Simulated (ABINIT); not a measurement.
# SiC (F-43m): a self-consistent loop beyond G0W0, cycle by cycle, part 2 of 3

How far does self-consistency move the gap of SiC (F-43m)?

ABINIT 10.8.3; LDA and many-body steps on it, plane waves. Known limits of the many-body steps: not at the basis limit.

So far. Step 4 (G0W0): The gap on the mesh goes from 1.33 eV to 2.23 eV, a correction of +0.90 eV. Step 5 (evGW0, cycle 1): Against G0W0 in ABINIT (6×6×6 mesh, 103 bands, screening to 244.9 eV, Godby-Needs plasmon pole), the gap moves by +0.228 eV. This first cycle still uses the starting levels; it takes the full correction, at all points of the mesh, and its linearised value is 2.232 eV.

## (6) evGW0, cycle 2

Level of this step: evGW0 on LDA, plane waves, norm-conserving pseudopotentials (ABINIT).

The corrected levels of the last cycle go back in.

Contents of run.abi:

```
acell 3*1.0 Angstrom
rprim 
  -0.000000000000 2.179000000000 2.179000000000
  2.179000000000 -0.000000000000 2.179000000000
  2.179000000000 2.179000000000 -0.000000000000
ntypat 2
znucl 14 6
natom 2
typat 1 2
xred 
  0.000000000000 0.000000000000 0.000000000000
  0.250000000000 0.250000000000 0.250000000000
pp_dirpath "pseudos"
pseudos "Si.upf, C.upf"
ecut 37
ngkpt 6 6 6
nshiftk 1
shiftk 0 0 0
kptopt 1
chksymbreak 0
istwfk *1
occopt 1
irdwfk 1
optdriver 4
nband 103
gwcalctyp 10
ecutsigx 37
symsigma 1
nkptgw 16
kptgw 
  0.0000000000 0.0000000000 0.0000000000
  0.1666666667 0.0000000000 0.0000000000
  0.3333333333 0.0000000000 0.0000000000
  0.5000000000 0.0000000000 0.0000000000
  0.1666666667 0.1666666667 0.0000000000
  0.3333333333 0.1666666667 0.0000000000
  0.5000000000 0.1666666667 0.0000000000
  -0.3333333333 0.1666666667 0.0000000000
  -0.1666666667 0.1666666667 0.0000000000
  0.3333333333 0.3333333333 0.0000000000
  0.5000000000 0.3333333333 0.0000000000
  -0.3333333333 0.3333333333 0.0000000000
  0.5000000000 0.5000000000 0.0000000000
  0.5000000000 0.3333333333 0.1666666667
  -0.3333333333 0.3333333333 0.1666666667
  -0.3333333333 0.5000000000 0.1666666667
bdgw 
  1 8
  1 8
  1 8
  1 8
  1 8
  1 8
  1 8
  1 8
  1 8
  1 8
  1 8
  1 8
  1 8
  1 8
  1 8
  1 8
ecuteps 9
irdscr 1
ppmodel 1
irdqps 1
indata_prefix "in"
outdata_prefix "out"
tmpdata_prefix "tmp"
```

Started as:

```sh
$ OMP_NUM_THREADS=1 mpirun -n 8 abinit run.abi > log
```

What it wrote:

```text
.Version 10.8.3 of ABINIT. v10.8.2 released Aug 2026.

 Symmetries : space group F-4 3 m (#216); Bravais cF (face-center cubic)
[... echo of the input left out ...]
== DATASET  1 ==================================================================
-   mpi_nproc: 8, omp_nthreads: 1 (-1 if OMP is not activated)

--- !DatasetInfo
iteration_state: {dtset: 1, }
dimensions: {natom: 2, nkpt: 16, mband: 103, nsppol: 1, nspinor: 1, nspden: 1, mpw: 1524, }
cutoff_energies: {ecut:  37.0, pawecutdg:  -1.0, }
[...]
.  kptgw no:  3; Maximum DeltaE = (  -0.101  -0.000) for band index:  8
[...]
.  kptgw no: 15; Maximum DeltaE = (  -0.111  -0.001) for band index:  7
.  kptgw no: 16; Maximum DeltaE = (  -0.114  -0.001) for band index:  8

== END DATASET(S) ==============================================================
================================================================================

 -outvars: echo values of variables after computation  --------
           etotal      0.0000000000E+00
            nband         103
             nkpt          16
          spgroup         216
 [... the other variables as echoed above ...]

 Calculation completed.
```

Wall time 2.6 min (8 MPI ranks of Arm Neoverse V2, shared host); peak memory 1.6 GiB.

This step gave:

```yaml
quasiparticle_gap_on_the_mesh: 2.369 eV
gap_of_the_density_functional_on_the_mesh: 1.327 eV
k_of_the_valence_top: 0, 0, 0
k_of_the_conduction_bottom: 0.5, 0.5, 0
least_direct_quasiparticle_gap_on_the_computed_points: 5.861 eV
```

Against the cycle before, the gap moves by −0.091 eV.

## (7) evGW0, cycle 3

run.abi is that of step 6.

What it wrote:

```text
.Version 10.8.3 of ABINIT. v10.8.2 released Aug 2026.

 Symmetries : space group F-4 3 m (#216); Bravais cF (face-center cubic)
[... echo of the input left out ...]
== DATASET  1 ==================================================================
-   mpi_nproc: 8, omp_nthreads: 1 (-1 if OMP is not activated)

--- !DatasetInfo
iteration_state: {dtset: 1, }
dimensions: {natom: 2, nkpt: 16, mband: 103, nsppol: 1, nspinor: 1, nspden: 1, mpw: 1524, }
cutoff_energies: {ecut:  37.0, pawecutdg:  -1.0, }
[...]
.  kptgw no:  3; Maximum DeltaE = (   0.016  -0.000) for band index:  8
[...]
.  kptgw no: 15; Maximum DeltaE = (   0.017  -0.000) for band index:  7
.  kptgw no: 16; Maximum DeltaE = (  -0.022   0.001) for band index:  1

== END DATASET(S) ==============================================================
================================================================================

 -outvars: echo values of variables after computation  --------
           etotal      0.0000000000E+00
            nband         103
             nkpt          16
          spgroup         216
 [... the other variables as echoed above ...]

 Calculation completed.
```

Run time: 2.6 min. Hardware: 8 MPI ranks; peak memory 1.6 GiB; 21 min of CPU time.

Numbers from this step:

- quasiparticle gap on the mesh: 2.375 eV
- gap of the density functional on the mesh: 1.327 eV
- k of the valence top: 0, 0, 0
- k of the conduction bottom: 0.5, 0.5, 0
- least direct quasiparticle gap on the computed points: 5.874 eV

Against the cycle before, the gap moves by +0.006 eV.

## (8) Screening, 6×6×6 mesh, 103 bands, screening to 244.9 eV

This step: RPA screening on LDA, plane waves, norm-conserving pseudopotentials.

Contents of run.abi:

```
acell 3*1.0 Angstrom
rprim 
  -0.000000000000 2.179000000000 2.179000000000
  2.179000000000 -0.000000000000 2.179000000000
  2.179000000000 2.179000000000 -0.000000000000
ntypat 2
znucl 14 6
natom 2
typat 1 2
xred 
  0.000000000000 0.000000000000 0.000000000000
  0.250000000000 0.250000000000 0.250000000000
pp_dirpath "pseudos"
pseudos "Si.upf, C.upf"
ecut 37
ngkpt 6 6 6
nshiftk 1
shiftk 0 0 0
kptopt 1
chksymbreak 0
istwfk *1
occopt 1
irdwfk 1
optdriver 3
nband 103
ecuteps 9
inclvkb 2
awtr 1
symchi 1
gwcalctyp 10
mbpt_sciss 1.338 eV
nqptdm 1
qptdm 
  0 0 0
indata_prefix "in"
outdata_prefix "out"
tmpdata_prefix "tmp"
```

What it wrote:

```text
.Version 10.8.3 of ABINIT. v10.8.2 released Aug 2026.

 Symmetries : space group F-4 3 m (#216); Bravais cF (face-center cubic)
[... echo of the input left out ...]
== DATASET  1 ==================================================================
-   mpi_nproc: 8, omp_nthreads: 1 (-1 if OMP is not activated)

--- !DatasetInfo
iteration_state: {dtset: 1, }
dimensions: {natom: 2, nkpt: 16, mband: 103, nsppol: 1, nspinor: 1, nspden: 1, mpw: 1524, }
cutoff_energies: {ecut:  37.0, pawecutdg:  -1.0, }
electrons: {nelect:   8.00000000E+00, charge:   0.00000000E+00, occopt:   1.00000000E+00, tsmear:   1.00000000E-02, }

 SCREENING: Calculation of the susceptibility and dielectric matrices

 Based on a program developped by R.W. Godby, V. Olevano, G. Onida, and L. Reining.
 Incorporated in ABINIT by V. Olevano, G.-M. Rignanese, and M. Torrent.
.Using double precision arithmetic ; gwpc =  8

[... cell and pseudopotentials left out ...]
--------------------------------------------------------------------------------

 ==== K-mesh for the wavefunctions ====
 Number of points in the irreducible wedge :    16
[... list of points left out ...]
 Together with 24 symmetry operations and time-reversal symmetry
 yields   216 points in the full Brillouin Zone.

 ==== Q-mesh for the screening function ====
 Number of points in the irreducible wedge :    16
[... list of points left out ...]
 Together with 24 symmetry operations and time-reversal symmetry
 yields   216 points in the full Brillouin Zone.

 setmesh: FFT mesh size selected  =    24x   24x   24
          total number of points  =        13824

 vcoul_init : cutoff-mode = AUXILIARY_FUNCTION
 q-points for optical limit:   1
     1)      0.000010    0.000020    0.000030

 Dielectric matrix will be calculated only for some
 selected q points provided by the user through the input variables
 nqptdm and qptdm

- screening: taking advantage of time-reversal symmetry
- Maximum band index for partially occupied states nbvw = 4
- Remaining bands to be divided among processors   nbcw = 99
- Number of bands treated by each node ~12

 rdqps: reading QP wavefunctions of the previous step
        looking for file in_QPS
 file not found, 1st iteration initialized with KS eigenelements

 screening : performing a first self-consistency
 update of the energies in W by a scissor operator
 applying a scissor operator of [eV] :   1.338

 Number of electrons calculated from density =    8.0000; Expected =    8.0000
 average of density, n =  0.057292
 r_s =    1.6092
 omega_plasma =   23.0888 [eV]

 calculating chi0 at frequencies [eV] :
  1    0.000000E+00    0.000000E+00
  2    0.000000E+00    2.308880E+01

--------------------------------------------------------------------------------
  q-point number  1        q = ( 0.000000, 0.000000, 0.000000) [r.l.u.]
--------------------------------------------------------------------------------
[... chi0 elements left out ...]
 For q-point:  0.000010 0.000020 0.000030
  dielectric constant =   6.2639
  dielectric constant without local fields =   6.7749

  Average fulfillment of the sum rule on Im[epsilon] for q-point    1 :     94.63  [%]
[... wings left out ...]
== END DATASET(S) ==============================================================
================================================================================

 -outvars: echo values of variables after computation  --------
           etotal      0.0000000000E+00
            nband         103
             nkpt          16
          spgroup         216
 [... the other variables as echoed above ...]

 Calculation completed.
```

Wall time 2.4 s (8 MPI ranks); peak memory 0.15 GiB.

Numbers from this step:

- ε∞ with local fields, on this mesh, along the program's q direction: 6.264
- the same without local fields: 6.775
- plasma frequency: 23.09 eV
- plane waves in the screening matrix: 169

This screening uses the functional's bands under a rigid shift, the mean opening of the cycle before.

## (9) Screening, 6×6×6 mesh, 103 bands, screening to 244.9 eV

This step: RPA screening on LDA from quasiparticle energies, plane waves, norm-conserving pseudopotentials.

Changes to run.abi since step 8:

```diff
@@ -29,7 +29,21 @@
 symchi 1
+irdqps 1
 gwcalctyp 10
-mbpt_sciss 1.338 eV
-nqptdm 1
+nqptdm 15
 qptdm 
-  0 0 0
+  0.1666666667 0.0000000000 0.0000000000
+  0.3333333333 0.0000000000 0.0000000000
+  0.5000000000 0.0000000000 0.0000000000
+  0.1666666667 0.1666666667 0.0000000000
+  0.3333333333 0.1666666667 0.0000000000
+  0.5000000000 0.1666666667 0.0000000000
+  -0.3333333333 0.1666666667 0.0000000000
+  -0.1666666667 0.1666666667 0.0000000000
+  0.3333333333 0.3333333333 0.0000000000
+  0.5000000000 0.3333333333 0.0000000000
+  -0.3333333333 0.3333333333 0.0000000000
+  0.5000000000 0.5000000000 0.0000000000
+  0.5000000000 0.3333333333 0.1666666667
+  -0.3333333333 0.3333333333 0.1666666667
+  -0.3333333333 0.5000000000 0.1666666667
 indata_prefix "in"
```

Contents of mrgscr.stdin:

```
2
merged
q0_SCR
out_SCR
1
```

Started as:

```sh
$ OMP_NUM_THREADS=1 mpirun -n 8 abinit run.abi > log; mrgscr < mrgscr.stdin
```

What it wrote:

```text
.Version 10.8.3 of ABINIT. v10.8.2 released Aug 2026.

 Symmetries : space group F-4 3 m (#216); Bravais cF (face-center cubic)
[... echo of the input left out ...]
== DATASET  1 ==================================================================
-   mpi_nproc: 8, omp_nthreads: 1 (-1 if OMP is not activated)

--- !DatasetInfo
iteration_state: {dtset: 1, }
dimensions: {natom: 2, nkpt: 16, mband: 103, nsppol: 1, nspinor: 1, nspden: 1, mpw: 1524, }
cutoff_energies: {ecut:  37.0, pawecutdg:  -1.0, }
[...]
q-point number  1        q = ( 0.166667, 0.000000, 0.000000) [r.l.u.]
--------------------------------------------------------------------------------
[... chi0 elements left out ...]
  Average fulfillment of the sum rule on Im[epsilon] for q-point    2 :    106.48  [%]

--------------------------------------------------------------------------------
  q-point number  2        q = ( 0.333333, 0.000000, 0.000000) [r.l.u.]
--------------------------------------------------------------------------------
[... chi0 elements left out ...]
  Average fulfillment of the sum rule on Im[epsilon] for q-point    3 :    100.92  [%]

 [... 13 further q-points ...]
```

The job ended after 17 s (8 MPI ranks; peak memory 1.1 GiB).

Numbers from this step:

| Property | Result |
| --- | --- |
| plasma frequency | 23.09 eV |
| plane waves in the screening matrix | 169 |

This screening reads the quasiparticle levels of the cycle before.

## (10) evGW, cycle 1

This step: evGW on LDA, plane waves, norm-conserving pseudopotentials.

Changes to run.abi since step 9:

```diff
@@ -23,12 +23,10 @@
 irdwfk 1
-optdriver 3
+optdriver 4
 nband 103
-ecuteps 9
-inclvkb 2
-awtr 1
-symchi 1
-irdqps 1
 gwcalctyp 10
-nqptdm 15
-qptdm 
+ecutsigx 37
+symsigma 1
+nkptgw 16
+kptgw 
+  0.0000000000 0.0000000000 0.0000000000
   0.1666666667 0.0000000000 0.0000000000
@@ -48,2 +46,23 @@
   -0.3333333333 0.5000000000 0.1666666667
+bdgw 
+  1 8
+  1 8
+  1 8
+  1 8
+  1 8
+  1 8
+  1 8
+  1 8
+  1 8
+  1 8
+  1 8
+  1 8
+  1 8
+  1 8
+  1 8
+  1 8
+ecuteps 9
+irdscr 1
+ppmodel 1
+irdqps 1
 indata_prefix "in"
```

Started as:

```sh
$ OMP_NUM_THREADS=1 mpirun -n 8 abinit run.abi > log
```

What it wrote:

```text
.Version 10.8.3 of ABINIT. v10.8.2 released Aug 2026.

 Symmetries : space group F-4 3 m (#216); Bravais cF (face-center cubic)
[... echo of the input left out ...]
== DATASET  1 ==================================================================
-   mpi_nproc: 8, omp_nthreads: 1 (-1 if OMP is not activated)

--- !DatasetInfo
iteration_state: {dtset: 1, }
dimensions: {natom: 2, nkpt: 16, mband: 103, nsppol: 1, nspinor: 1, nspden: 1, mpw: 1524, }
cutoff_energies: {ecut:  37.0, pawecutdg:  -1.0, }
[...]
.  kptgw no:  3; Maximum DeltaE = (  -0.319   0.017) for band index:  1
[...]
.  kptgw no: 15; Maximum DeltaE = (  -0.267   0.000) for band index:  1
.  kptgw no: 16; Maximum DeltaE = (  -0.260   0.000) for band index:  1

== END DATASET(S) ==============================================================
================================================================================

 -outvars: echo values of variables after computation  --------
           etotal      0.0000000000E+00
            nband         103
             nkpt          16
          spgroup         216
 [... the other variables as echoed above ...]

 Calculation completed.
```

Run time: 2.6 min. Hardware: 8 MPI ranks; peak memory 1.6 GiB.

This step gave:

| Item | Value |
| --- | --- |
| quasiparticle gap on the mesh | 2.571 eV |
| gap of the density functional on the mesh | 1.327 eV |
| k of the valence top | 0, 0, 0 |
| k of the conduction bottom | 0.5, 0.5, 0 |
| least direct quasiparticle gap on the computed points | 6.108 eV |

Against G0W0 in ABINIT (6×6×6 mesh, 103 bands, screening to 244.9 eV, Godby-Needs plasmon pole), the gap moves by +0.339 eV.

## (11) Screening, 6×6×6 mesh, 103 bands, screening to 244.9 eV

This step: RPA screening on LDA, plane waves, norm-conserving pseudopotentials.

Contents of run.abi:

```
acell 3*1.0 Angstrom
rprim 
  -0.000000000000 2.179000000000 2.179000000000
  2.179000000000 -0.000000000000 2.179000000000
  2.179000000000 2.179000000000 -0.000000000000
ntypat 2
znucl 14 6
natom 2
typat 1 2
xred 
  0.000000000000 0.000000000000 0.000000000000
  0.250000000000 0.250000000000 0.250000000000
pp_dirpath "pseudos"
pseudos "Si.upf, C.upf"
ecut 37
ngkpt 6 6 6
nshiftk 1
shiftk 0 0 0
kptopt 1
chksymbreak 0
istwfk *1
occopt 1
irdwfk 1
optdriver 3
nband 103
ecuteps 9
inclvkb 2
awtr 1
symchi 1
gwcalctyp 10
mbpt_sciss 1.584 eV
nqptdm 1
qptdm 
  0 0 0
indata_prefix "in"
outdata_prefix "out"
tmpdata_prefix "tmp"
```

What it wrote:

```text
.Version 10.8.3 of ABINIT. v10.8.2 released Aug 2026.

 Symmetries : space group F-4 3 m (#216); Bravais cF (face-center cubic)
[... echo of the input left out ...]
== DATASET  1 ==================================================================
-   mpi_nproc: 8, omp_nthreads: 1 (-1 if OMP is not activated)

--- !DatasetInfo
iteration_state: {dtset: 1, }
dimensions: {natom: 2, nkpt: 16, mband: 103, nsppol: 1, nspinor: 1, nspden: 1, mpw: 1524, }
cutoff_energies: {ecut:  37.0, pawecutdg:  -1.0, }
[...]
[... chi0 elements left out ...]
 For q-point:  0.000010 0.000020 0.000030
  dielectric constant =   6.1243
  dielectric constant without local fields =   6.6138

  Average fulfillment of the sum rule on Im[epsilon] for q-point    1 :     95.18  [%]
[... wings left out ...]
== END DATASET(S) ==============================================================
================================================================================

 -outvars: echo values of variables after computation  --------
           etotal      0.0000000000E+00
            nband         103
             nkpt          16
          spgroup         216
 [... the other variables as echoed above ...]

 Calculation completed.
```

Run time: 2.4 s. Hardware: 8 MPI ranks; peak memory 0.15 GiB.

Numbers from this step:

```
ε∞ with local fields, on this mesh, along the program's q direction : 6.124
the same without local fields                                       : 6.614
plasma frequency                                                    : 23.09 eV
plane waves in the screening matrix                                 : 169
```

This screening uses the functional's bands under a rigid shift, the mean opening of the cycle before.

## (12) Screening, 6×6×6 mesh, 103 bands, screening to 244.9 eV

This step: RPA screening on LDA from quasiparticle energies, plane waves, norm-conserving pseudopotentials.

Changes to run.abi since step 11:

```diff
@@ -29,7 +29,21 @@
 symchi 1
+irdqps 1
 gwcalctyp 10
-mbpt_sciss 1.584 eV
-nqptdm 1
+nqptdm 15
 qptdm 
-  0 0 0
+  0.1666666667 0.0000000000 0.0000000000
+  0.3333333333 0.0000000000 0.0000000000
+  0.5000000000 0.0000000000 0.0000000000
+  0.1666666667 0.1666666667 0.0000000000
+  0.3333333333 0.1666666667 0.0000000000
+  0.5000000000 0.1666666667 0.0000000000
+  -0.3333333333 0.1666666667 0.0000000000
+  -0.1666666667 0.1666666667 0.0000000000
+  0.3333333333 0.3333333333 0.0000000000
+  0.5000000000 0.3333333333 0.0000000000
+  -0.3333333333 0.3333333333 0.0000000000
+  0.5000000000 0.5000000000 0.0000000000
+  0.5000000000 0.3333333333 0.1666666667
+  -0.3333333333 0.3333333333 0.1666666667
+  -0.3333333333 0.5000000000 0.1666666667
 indata_prefix "in"
```

mrgscr.stdin is that of step 9.

Started as:

```sh
$ OMP_NUM_THREADS=1 mpirun -n 8 abinit run.abi > log; mrgscr < mrgscr.stdin
```

What it wrote:

```text
.Version 10.8.3 of ABINIT. v10.8.2 released Aug 2026.

 Symmetries : space group F-4 3 m (#216); Bravais cF (face-center cubic)
[... echo of the input left out ...]
== DATASET  1 ==================================================================
-   mpi_nproc: 8, omp_nthreads: 1 (-1 if OMP is not activated)

--- !DatasetInfo
iteration_state: {dtset: 1, }
dimensions: {natom: 2, nkpt: 16, mband: 103, nsppol: 1, nspinor: 1, nspden: 1, mpw: 1524, }
cutoff_energies: {ecut:  37.0, pawecutdg:  -1.0, }
[...]
q-point number  1        q = ( 0.166667, 0.000000, 0.000000) [r.l.u.]
--------------------------------------------------------------------------------
[... chi0 elements left out ...]
  Average fulfillment of the sum rule on Im[epsilon] for q-point    2 :    108.42  [%]

--------------------------------------------------------------------------------
  q-point number  2        q = ( 0.333333, 0.000000, 0.000000) [r.l.u.]
--------------------------------------------------------------------------------
[... chi0 elements left out ...]
  Average fulfillment of the sum rule on Im[epsilon] for q-point    3 :    102.15  [%]

 [... 13 further q-points ...]
```

The job ended after 17 s (8 MPI ranks; peak memory 1.1 GiB; 2.3 min of CPU time).

Numbers from this step:

- plasma frequency: 23.09 eV
- plane waves in the screening matrix: 169

This screening reads the quasiparticle levels of the cycle before.

## (13) evGW, cycle 2

This step: evGW on LDA, plane waves, norm-conserving pseudopotentials.

Changes to run.abi since step 12:

```diff
@@ -23,12 +23,10 @@
 irdwfk 1
-optdriver 3
+optdriver 4
 nband 103
-ecuteps 9
-inclvkb 2
-awtr 1
-symchi 1
-irdqps 1
 gwcalctyp 10
-nqptdm 15
-qptdm 
+ecutsigx 37
+symsigma 1
+nkptgw 16
+kptgw 
+  0.0000000000 0.0000000000 0.0000000000
   0.1666666667 0.0000000000 0.0000000000
@@ -48,2 +46,23 @@
   -0.3333333333 0.5000000000 0.1666666667
+bdgw 
+  1 8
+  1 8
+  1 8
+  1 8
+  1 8
+  1 8
+  1 8
+  1 8
+  1 8
+  1 8
+  1 8
+  1 8
+  1 8
+  1 8
+  1 8
+  1 8
+ecuteps 9
+irdscr 1
+ppmodel 1
+irdqps 1
 indata_prefix "in"
```

Started as:

```sh
$ OMP_NUM_THREADS=1 mpirun -n 8 abinit run.abi > log
```

What it wrote:

```text
.Version 10.8.3 of ABINIT. v10.8.2 released Aug 2026.

 Symmetries : space group F-4 3 m (#216); Bravais cF (face-center cubic)
[... echo of the input left out ...]
== DATASET  1 ==================================================================
-   mpi_nproc: 8, omp_nthreads: 1 (-1 if OMP is not activated)

--- !DatasetInfo
iteration_state: {dtset: 1, }
dimensions: {natom: 2, nkpt: 16, mband: 103, nsppol: 1, nspinor: 1, nspden: 1, mpw: 1524, }
cutoff_energies: {ecut:  37.0, pawecutdg:  -1.0, }
[...]
.  kptgw no:  3; Maximum DeltaE = (  -0.024  -0.000) for band index:  2
[...]
.  kptgw no: 15; Maximum DeltaE = (  -0.017   0.000) for band index:  3
.  kptgw no: 16; Maximum DeltaE = (  -0.016   0.000) for band index:  2

== END DATASET(S) ==============================================================
================================================================================

 -outvars: echo values of variables after computation  --------
           etotal      0.0000000000E+00
            nband         103
             nkpt          16
          spgroup         216
 [... the other variables as echoed above ...]

 Calculation completed.
```

Elapsed: 2.6 min, on 8 MPI ranks; peak memory 1.6 GiB.

Numbers from this step:

```yaml
quasiparticle_gap_on_the_mesh: 2.592 eV
gap_of_the_density_functional_on_the_mesh: 1.327 eV
k_of_the_valence_top: 0, 0, 0
k_of_the_conduction_bottom: 0.5, 0.5, 0
least_direct_quasiparticle_gap_on_the_computed_points: 6.133 eV
```

Against the cycle before, the gap moves by +0.021 eV.

(Part 2 of 3 ends here.)

[Paths, hosts, dates, memory and timing lines, banners, echoed tables and standing remarks are left out of the program output.]

[Logs are printed without paths, hosts, clocks, repeated set-up lines and the standing remarks that a program may print on its own settings, such as how far it seeks lower states.]

[Runs of the session that timed out or met a known fault of the program may be left out.]

[Hosts, paths, dates, database ids (printed as entryN), source tags and the programs' standing remarks are cut or masked in the printed files.]

[G0W0 gaps are taken among the corrected bands and points alone; a level outside them can change the order at an edge.]

[Where Ansatz stands beside ABINIT at settings called matched, ABINIT's density can come from a denser mesh and the files from another edition; pairs whose starting gaps differed by over 0.03 eV were left out, so agreement reads better than it is.]
